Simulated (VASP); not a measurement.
# FeO (Fm-3m) in VASP: a series of runs

One crystal, FeO, is run at these levels: PBE+U; tasks: single point.

All numbers are computed with VASP 6.6.1; they aren't measurements. Logs are shortened: lines on timing, memory, paths and dates and some standing lists are left out, and cuts for length are marked.

**What was measured.**

From “W\"ustite: Electric, thermodynamic and optical properties of FeO”, 2012, arxiv:1203.1201, for a bulk crystal of FeO: band gap 2.4 eV (optical).

How close the calculation comes is told below.

**1. The structure**

It takes space group Fm-3m (No. 225, cubic). Conventional cell: a = 4.311 Å, b = 4.311 Å, c = 4.311 Å, α = 90.00°, β = 90.00°, γ = 90.00°. Around Fe (site symmetry m-3m) lie 6 O at 2.16 Å. O (site symmetry m-3m) has 6 Fe at 2.16 Å as nearest neighbours.

**2. Single point, PBE+U, collinear spin, antiferromagnetic start**

File INCAR:

```
SYSTEM = FeO
ALGO = Fast ; EDIFF = 1E-6
ENCUT = 520 ; GGA = PE
ISIF = 2 ; ISMEAR = 0
ISPIN = 2 ; LASPH = .True.
LCHARG = .False. ; LDAU = .True.
LDAUJ = 0 0 ; LDAUL = 2 -1
LDAUPRINT = 1 ; LDAUTYPE = 2
LDAUU = 8 0 ; LMAXMIX = 4
LORBIT = 11 ; LREAL = .False.
LWAVE = .False. ; MAGMOM = 3 -3 0 0
NBANDS = 26 ; NELM = 150
PREC = Accurate ; SIGMA = 0.05
```

File KPOINTS:

```
k-points
0
Gamma
  8 8 8
  0 0 0
```

File POSCAR:

```
FeO
1.0
    2.1554001600      2.1554001600      4.3108003200
    2.1554001600     -2.1554001600      0.0000000000
    2.1554001600      2.1554001600      0.0000000000
Fe O
2 2
Direct
    0.0000000000      0.0000000000      0.0000000000
    0.5000000000      0.5000000000      0.0000000000
    0.5000000000      0.0000000000      0.5000000000
    0.0000000000      0.5000000000      0.5000000000
```

Potentials or basis: VASP PAW PBE potentials, release 64 (Fe, O).

The run is started by

```sh
$ cat potpaw_PBE.64/Fe/POTCAR potpaw_PBE.64/O/POTCAR > POTCAR
$ mpirun -np 1 vasp_std > vasp.out
```

OUTCAR:

```text
SYSTEM = FeO
   EDIFF = 1E-6
   ENCUT = 520
   GGA = PE
   ISIF = 2
   ISMEAR = 0
   ISPIN = 2
   LASPH = .True.
   LORBIT = 11
   LREAL = .False.
   NELM = 150
   PREC = Accurate

 ion  position               nearest neighbor table
   1  0.000  0.000  0.000-   4 2.16   3 2.16   4 2.16   4 2.16   4 2.16   3 2.16   2 3.05   2 3.05
                             2 3.05   2 3.05   2 3.05   2 3.05   2 3.05   2 3.05
   2  0.500  0.500  0.000-   3 2.16   3 2.16   4 2.16   3 2.16   3 2.16   4 2.16   1 3.05   1 3.05
                             1 3.05   1 3.05   1 3.05   1 3.05   1 3.05   1 3.05
   3  0.500  0.000  0.500-   2 2.16   1 2.16   2 2.16   2 2.16   2 2.16   1 2.16
   4  0.000  0.500  0.500-   1 2.16   1 2.16   2 2.16   1 2.16   1 2.16   2 2.16

  LATTYP: Found a simple tetragonal cell.
 ALAT       =     3.0481961386
 C/A-ratio  =     1.4142135624

  Lattice vectors:

 A1 = (   2.1554001600,  -2.1554001600,   0.0000000000)
 A2 = (   2.1554001600,   2.1554001600,   0.0000000000)
 A3 = (   0.0000000000,   0.0000000000,   4.3108003200)

Analysis of symmetry for initial positions (statically):
=====================================================================
 Subroutine PRICEL returns following result:

  LATTYP: Found a face centered cubic cell.
 ALAT       =     4.3108003200
[... 12 lines left out ...]
 Subroutine GETGRP returns: Found 16 space group operations
 (whereof 16 operations were pure point group operations)
 out of a pool of 16 trial point group operations.

The static configuration has the point symmetry D_4h.

Analysis of symmetry for dynamics (positions and initial velocities):
=====================================================================
 Subroutine PRICEL returns following result:

  LATTYP: Found a face centered cubic cell.
 ALAT       =     4.3108003200
[... 12 lines left out ...]
 Subroutine GETGRP returns: Found 16 space group operations
 (whereof 16 operations were pure point group operations)
 out of a pool of 16 trial point group operations.

The dynamic configuration has the point symmetry D_4h.

Analysis of structural, dynamic, and magnetic symmetry:
=====================================================================
 Subroutine PRICEL returns following result:

  LATTYP: Found a face centered cubic cell.
 ALAT       =     4.3108003200
[... 12 lines left out ...]
 Subroutine GETGRP returns: Found 16 space group operations
 (whereof 16 operations were pure point group operations)
 out of a pool of 16 trial point group operations.

The overall configuration has the point symmetry D_4h.

 Subroutine INISYM returns: Found 16 space group operations
 (whereof 16 operations are pure point group operations),
 and found     2 'primitive' translations

----------------------------------------------------------------------------------------

                                     Primitive cell

  volume of cell :      20.0269

  direct lattice vectors                    reciprocal lattice vectors
     2.155400160  0.000000000  2.155400160     0.231975486 -0.231975486  0.231975486
     2.155400160  2.155400160  0.000000000     0.231975486  0.231975486 -0.231975486
     0.000000000  2.155400160  2.155400160    -0.231975486  0.231975486  0.231975486

  length of vectors
     3.048196139  3.048196139  3.048196139     0.401793328  0.401793328  0.401793328

  position of ions in fractional coordinates (direct lattice)
     0.000000000  0.000000000  0.000000000
     0.500000000  0.500000000  0.500000000

  ion indices of the primitive-cell ions
   primitive index   ion index
                 1           1
                 2           3

----------------------------------------------------------------------------------------

 KPOINTS: k-points

Automatic generation of k-mesh.
 Grid dimensions read from file:
 generate k-points for:    8    8    8

 Generating k-lattice:

[... 75 lines left out ...]
   EFERMI =   0.00;   METHOD = LEGACY
   ISMEAR =     0;   SIGMA  =   0.05  broadening in eV -4-tet -1-fermi 0-gaus
   EFERMI_NEDOS =   21; number of points for ismear=-14 and -15
   IALGO  =     68    algorithm
   IMIX   =      4    mixing-type and parameters
     AMIX     =   0.40;   BMIX     =  1.00
     AMIX_MAG =   1.60;   BMIX_MAG =  1.00
  volume/ion in A,a.u.               =      10.01        67.57
  Fermi-wavevector in a.u.,A,eV,Ry     =   1.452935  2.745650 28.722183  2.111021
  Thomas-Fermi vector in A             =   2.570260
   LORBIT       =     11    0 simple, 1 ext, 2 COOP (PROOUT), +10 PAW based schemes
 LDA+U is selected, type is set to LDAUTYPE =  2
   angular momentum for each species LDAUL =     2   -1
   U (eV)           for each species LDAUU =   8.0  0.0
   J (eV)           for each species LDAUJ =   0.0  0.0
   GGA     = PE    functional components
   LHFCALC =     F    Hartree Fock is set to
   AEXX    =    0.0000 exact exchange contribution
   IVDW    =     0    specifies the selected vdW correction
   LEPSILON=     F    determine dielectric tensor
   LRPA    =     F    only Hartree local field effects (RPA)
 spin polarized calculation
 RMM-DIIS sequential band-by-band and
 Gauss-broadening in eV      SIGMA  =   0.05
  energy-cutoff  :      520.00
  volume of cell :       40.05
 maximum number of plane-waves:      1096
   NGX = 19   NGY = 11   NGZ = 11

 number of electron      27.9999989 magnetization      -0.0000000

atom =   1  type =  1  l = 2

 onsite density matrix

spin component  1

  0.9869  0.0000  0.0000 -0.0000 -0.0000
  0.0000  0.9846 -0.0000 -0.0000 -0.0000
  0.0000 -0.0000  1.0513  0.0000 -0.0000
 -0.0000 -0.0000  0.0000  0.9846 -0.0000
 -0.0000 -0.0000 -0.0000 -0.0000  1.0486

spin component  2

  0.9847 -0.0000  0.0000  0.0000 -0.0000
 -0.0000  0.0196  0.0000 -0.0000  0.0000
  0.0000  0.0000  0.0842 -0.0000 -0.0000
  0.0000 -0.0000 -0.0000  0.0196  0.0000
 -0.0000  0.0000 -0.0000  0.0000  0.0695

 occupancies and eigenvectors

  o =  0.0196  v =  0.0000  0.0000  0.0000  0.0000  0.0000  0.0000  1.0000 -0.0000  0.0060  0.0000      0.0000  0.0000  0.0000  0.0000  0.0000  0.0000  0.0000  0.0000  0.0000  0.0000
  o =  0.0196  v =  0.0000  0.0000  0.0000  0.0000  0.0000  0.0000 -0.0060 -0.0000  1.0000 -0.0000      0.0000  0.0000  0.0000  0.0000  0.0000  0.0000  0.0000  0.0000  0.0000  0.0000
  o =  0.0695  v =  0.0000  0.0000  0.0000  0.0000  0.0000  0.0000 -0.0000  0.0000 -0.0000  1.0000      0.0000  0.0000  0.0000  0.0000  0.0000  0.0000  0.0000  0.0000  0.0000  0.0000
  o =  0.0842  v =  0.0000  0.0000  0.0000  0.0000  0.0000  0.0000 -0.0000 -1.0000  0.0000  0.0000      0.0000  0.0000  0.0000  0.0000  0.0000  0.0000  0.0000  0.0000  0.0000  0.0000
  o =  0.9846  v =  0.0000  0.1419  0.0000  0.9899  0.0000  0.0000  0.0000  0.0000  0.0000  0.0000      0.0000  0.0000  0.0000  0.0000  0.0000  0.0000  0.0000  0.0000  0.0000  0.0000
  o =  0.9846  v =  0.0000  0.9899  0.0000 -0.1419 -0.0000  0.0000  0.0000  0.0000  0.0000  0.0000      0.0000  0.0000  0.0000  0.0000  0.0000  0.0000  0.0000  0.0000  0.0000  0.0000
  o =  0.9847  v =  0.0000  0.0000  0.0000  0.0000  0.0000  1.0000  0.0000  0.0000  0.0000  0.0000      0.0000  0.0000  0.0000  0.0000  0.0000  0.0000  0.0000  0.0000  0.0000  0.0000
  o =  0.9869  v =  1.0000  0.0000  0.0000  0.0000  0.0000  0.0000  0.0000  0.0000  0.0000  0.0000      0.0000  0.0000  0.0000  0.0000  0.0000  0.0000  0.0000  0.0000  0.0000  0.0000
  o =  1.0486  v =  0.0000  0.0000 -0.0000 -0.0000  1.0000  0.0000  0.0000  0.0000  0.0000  0.0000      0.0000  0.0000  0.0000  0.0000  0.0000  0.0000  0.0000  0.0000  0.0000  0.0000
  o =  1.0513  v =  0.0000 -0.0000  1.0000 -0.0000  0.0000  0.0000  0.0000  0.0000  0.0000  0.0000      0.0000  0.0000  0.0000  0.0000  0.0000  0.0000  0.0000  0.0000  0.0000  0.0000

atom =   2  type =  1  l = 2

 onsite density matrix

spin component  1

  0.9847  0.0000  0.0000  0.0000  0.0000
  0.0000  0.0196 -0.0000 -0.0000 -0.0000
  0.0000 -0.0000  0.0842  0.0000  0.0000
  0.0000 -0.0000  0.0000  0.0196 -0.0000
  0.0000 -0.0000  0.0000 -0.0000  0.0695

spin component  2

  0.9869  0.0000  0.0000  0.0000 -0.0000
  0.0000  0.9846  0.0000 -0.0000  0.0000
  0.0000  0.0000  1.0513 -0.0000 -0.0000
  0.0000 -0.0000 -0.0000  0.9846  0.0000
 -0.0000  0.0000 -0.0000  0.0000  1.0486

 occupancies and eigenvectors

  o =  0.0196  v =  0.0000 -0.9999  0.0000 -0.0111  0.0000  0.0000  0.0000  0.0000  0.0000  0.0000      0.0000  0.0000  0.0000  0.0000  0.0000  0.0000  0.0000  0.0000  0.0000  0.0000
  o =  0.0196  v =  0.0000 -0.0111  0.0000  0.9999  0.0000  0.0000  0.0000  0.0000  0.0000  0.0000      0.0000  0.0000  0.0000  0.0000  0.0000  0.0000  0.0000  0.0000  0.0000  0.0000
  o =  0.0695  v =  0.0000 -0.0000  0.0000 -0.0000 -1.0000  0.0000  0.0000  0.0000  0.0000  0.0000      0.0000  0.0000  0.0000  0.0000  0.0000  0.0000  0.0000  0.0000  0.0000  0.0000
  o =  0.0842  v =  0.0000  0.0000  1.0000 -0.0000  0.0000  0.0000  0.0000  0.0000  0.0000  0.0000      0.0000  0.0000  0.0000  0.0000  0.0000  0.0000  0.0000  0.0000  0.0000  0.0000
  o =  0.9846  v =  0.0000  0.0000  0.0000  0.0000  0.0000  0.0000 -0.2756 -0.0000 -0.9613 -0.0000      0.0000  0.0000  0.0000  0.0000  0.0000  0.0000  0.0000  0.0000  0.0000  0.0000
  o =  0.9846  v =  0.0000  0.0000  0.0000  0.0000  0.0000  0.0000 -0.9613 -0.0000  0.2756 -0.0000      0.0000  0.0000  0.0000  0.0000  0.0000  0.0000  0.0000  0.0000  0.0000  0.0000
  o =  0.9847  v =  1.0000  0.0000  0.0000  0.0000  0.0000  0.0000  0.0000  0.0000  0.0000  0.0000      0.0000  0.0000  0.0000  0.0000  0.0000  0.0000  0.0000  0.0000  0.0000  0.0000
  o =  0.9869  v =  0.0000  0.0000  0.0000  0.0000  0.0000  1.0000  0.0000  0.0000  0.0000  0.0000      0.0000  0.0000  0.0000  0.0000  0.0000  0.0000  0.0000  0.0000  0.0000  0.0000
  o =  1.0486  v =  0.0000  0.0000  0.0000  0.0000  0.0000  0.0000 -0.0000 -0.0000 -0.0000  1.0000      0.0000  0.0000  0.0000  0.0000  0.0000  0.0000  0.0000  0.0000  0.0000  0.0000
  o =  1.0513  v =  0.0000  0.0000  0.0000  0.0000  0.0000  0.0000 -0.0000  1.0000 -0.0000  0.0000      0.0000  0.0000  0.0000  0.0000  0.0000  0.0000  0.0000  0.0000  0.0000  0.0000

 number of electron      27.9999989 magnetization       0.0000000

 Free energy of the ion-electron system (eV)
  ---------------------------------------------------
  ext. energy  EPLUGINS =         0.00000000
  ---------------------------------------------------
  free energy    TOTEN  =       -25.97162620 eV

  energy without entropy =      -25.97162620  energy(sigma->0) =      -25.97162620

 E-fermi :   4.6791     XC(G=0): -12.0332

 val. band max:        4.3996952668   @ k =   0.0000   0.5000   0.0000
 cond. band min:       6.8056806375   @ k =   0.0000   0.0000   0.0000
 fundamental gap:      2.4059853707
 Fermi energy:         4.6790553384

 spin component 1

 k-point     1 :       0.0000    0.0000    0.0000
  band No.  band energies     occupation
      1     -13.9890      1.00000
      2     -12.9317      1.00000
      3      -1.8383      1.00000
      4      -1.6113      1.00000
      5      -1.6113      1.00000
      6      -1.3160      1.00000
[... 1385 lines left out ...]
     25      19.1347      0.00000
     26      20.0503      0.00000

 [... further k-points ...]
[... 5 lines left out ...]
  --------------------------------------------------------------------------------------
  -------------------------------------------------------------------------------------
  Total        2.7415452      2.7415452     -0.2999720      0.0000000     -0.0000000     -0.0000000
  in kB      109.6635407    109.6635407    -11.9990712      0.0000000     -0.0000000     -0.0000000
  external PRESSURE =      69.1093368 kB  Pullay stress =       0.0000000 kB

 VOLUME and BASIS-vectors are now :
 -----------------------------------------------------------------------------
  energy-cutoff  :      520.00
  volume of cell :       40.05
      direct lattice vectors                 reciprocal lattice vectors
     2.155400160  2.155400160  4.310800320     0.000000000  0.000000000  0.231975486
     2.155400160 -2.155400160  0.000000000     0.231975486 -0.231975486  0.000000000
     2.155400160  2.155400160  0.000000000     0.231975486  0.231975486 -0.231975486

 POSITION                                       TOTAL-FORCE (eV/Angst)
 -----------------------------------------------------------------------------------
      0.00000      0.00000      0.00000        -0.000000      0.000000     -0.000000
      2.15540      0.00000      2.15540         0.000000     -0.000000      0.000000
      2.15540      2.15540      2.15540         0.000000     -0.000000      0.000000
      2.15540      0.00000      0.00000        -0.000000      0.000000      0.000000
 -----------------------------------------------------------------------------------
    total drift:                               -0.000000     -0.000000     -0.000000

  FREE ENERGIE OF THE ION-ELECTRON SYSTEM (eV)
  ---------------------------------------------------
  free  energy   TOTEN  =       -25.9716262018 eV

  energy  without entropy=      -25.9716262018  energy(sigma->0) =      -25.97162620

 total charge

# of ion       s       p       d       tot
------------------------------------------
    1        0.296   0.372   6.205   6.872
    2        0.296   0.372   6.205   6.872
    3        1.549   3.490   0.000   5.039
    4        1.549   3.490   0.000   5.039
--------------------------------------------------
tot          3.690   7.724  12.409  23.823

 magnetization (x)

# of ion       s       p       d       tot
------------------------------------------
    1        0.028   0.030   3.867   3.925
    2       -0.028  -0.030  -3.867  -3.925
    3       -0.004  -0.007   0.000  -0.011
    4        0.004   0.007   0.000   0.011
--------------------------------------------------
tot          0.000   0.000   0.000   0.000
```

It took 1.9 min on 1 thread of AMD EPYC 9R45 (Zen 5), shared host; peak memory 0.22 GiB.

The run converged, but a check on its numbers failed (symmetry, net force, bounds or a known fault of this set-up), so they aren't taken as properties of the crystal.

Caveat: the result breaks the symmetry of the cell.

(Part 1 of 3 ends here.)
